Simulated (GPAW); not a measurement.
Wanted: an ASE script for a GPAW 26.7.0 run.

```yaml
Task: single point
Functional: LDA
Potentials_or_basis: the program's PAW data sets (release 1.2.1) made for this functional
Cutoff: 800 eV
Basis: pw
k_mesh: 10 × 10 × 9
Occupations: gaussian, width 0.05 eV
Spin: no spin polarisation
Maxiter: 150
```

The system is Mg.

```
Mg
1.0
     3.05030    0.00000    0.00000
    -1.52515    2.64164    0.00000
     0.00000    0.00000    3.04484
Mg
1
Direct
  0.00000 0.00000 0.00000
```

This isn't the form of Mg at room conditions, which is hcp.

These files were run (other wordings do the same):

run.py

```python
from ase import Atoms
from ase.dft.bandgap import bandgap
from ase.io import write
from ase.units import Bohr, GPa
from gpaw import GPAW, PW
from gpaw.elf import elf_from_dft_calculation

atoms = Atoms(['Mg'],
              cell=[[3.0502998005, 0.0, 0.0],
                    [-1.5251499003, 2.6416371164, 0.0],
                    [0.0, 0.0, 3.04483757]],
              scaled_positions=[[0.0, 0.0, 0.0]],
              pbc=True)

calc = GPAW(mode=PW(800),
            xc='LDA',
            kpts={'size': (10, 10, 9), 'gamma': True},
            occupations={'name': 'methfessel-paxton', 'order': 0, 'width': 0.05},
            nbands=12,
            convergence={'density': 1e-05, 'energy': 1e-05},
            maxiter=150,
            txt='gpaw.txt')
atoms.calc = calc
energy = atoms.get_potential_energy()
forces = atoms.get_forces()
stress = atoms.get_stress()
calc.write('gs.gpw')
write('result.traj', atoms)
print(f'Energy: {energy:.6f} eV')
print('Forces (eV/A):')
print(forces.round(4))
print('Stress (GPa):', (stress / GPa).round(3))
print('Fermi level:', round(calc.get_fermi_level(), 4), 'eV')
print(f'Gap: {bandgap(calc)[0]:.4f} eV, direct: {bandgap(calc, direct=True)[0]:.4f} eV')

# fields on the real-space grid
write('density.cube', atoms, data=calc.get_pseudo_density() * Bohr**3)
write('potential.cube', atoms, data=calc.get_electrostatic_potential())
write('elf.cube', atoms, data=elf_from_dft_calculation(calc).data)
```

Potentials or basis: the program's PAW data sets (release 1.2.1) made for this functional, pw.

The run is started by

```sh
$ OMP_NUM_THREADS=1 python run.py
```

It gave:

The pressure is -0.6 GPa. The band gap on the k mesh is none (metal or under the smearing width).

It took 12 s on 1 thread of Arm Neoverse V1 (shared host), peak memory 0.15 GiB.
